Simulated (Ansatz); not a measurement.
Crystal: Ga.

```
Ga
1.0
    -1.38440    1.38440    2.31122
     1.38440   -1.38440    2.31122
     1.38440    1.38440   -2.31122
Ga
1
Direct
  0.00000 0.00000 0.00000
```

This isn't the form of Ga at room conditions, which is orthorhombic.

| Item | Value |
| --- | --- |
| Program | Ansatz 0.2.0 |
| Task | relaxation of cell and atoms |
| Functional | PBE |
| Potentials or basis | Ansatz PAW |
| Cutoff | 420 eV (not typed: the program's choice for these potentials) |
| k mesh | 13 × 13 × 13 |
| Occupations | fermi-dirac, width 0.05 eV |
| Spin | no spin polarisation |

At the start: volume 17.72 Å³/atom.

Q: How do energy, volume and symmetry change on relaxing?

A: It ends after 11 steps and the volume is 18.94 Å³/atom (+6.9 %); space group I4/mmm (No. 139, to 0.05 Å).

The path:
| step | energy change (eV) | largest force (eV/Å) | volume (Å³) |
| --- | --- | --- | --- |
| 1 | 0.0000 | 0.0000 | 17.72 |
| 2 | -0.0106 | 0.0000 | 18.90 |
| 3 | -0.0110 | 0.0000 | 18.84 |
| 4 | -0.0110 | 0.0000 | 18.84 |
| 5 | -0.0111 | 0.0000 | 18.84 |
| 6 | -0.0112 | 0.0000 | 18.85 |
| 7 | -0.0147 | 0.0000 | 18.89 |
| 8 | -0.0147 | 0.0000 | 18.96 |
| 9 | -0.0147 | 0.0000 | 18.95 |
| 10 | -0.0147 | 0.0000 | 18.94 |
| 11 | -0.0152 | 0.0000 | 18.94 |

Final structure:
```
CELL_PARAMETERS angstrom
-1.44544 1.44544 2.26616
1.44544 -1.44544 2.26616
1.44544 1.44544 -2.26616
ATOMIC_POSITIONS crystal
Ga 0.00000 0.00000 0.00000
```

Caveat: the plane-wave basis is chosen anew once the cell has moved, so the energies of steps on either side of that aren't comparable.
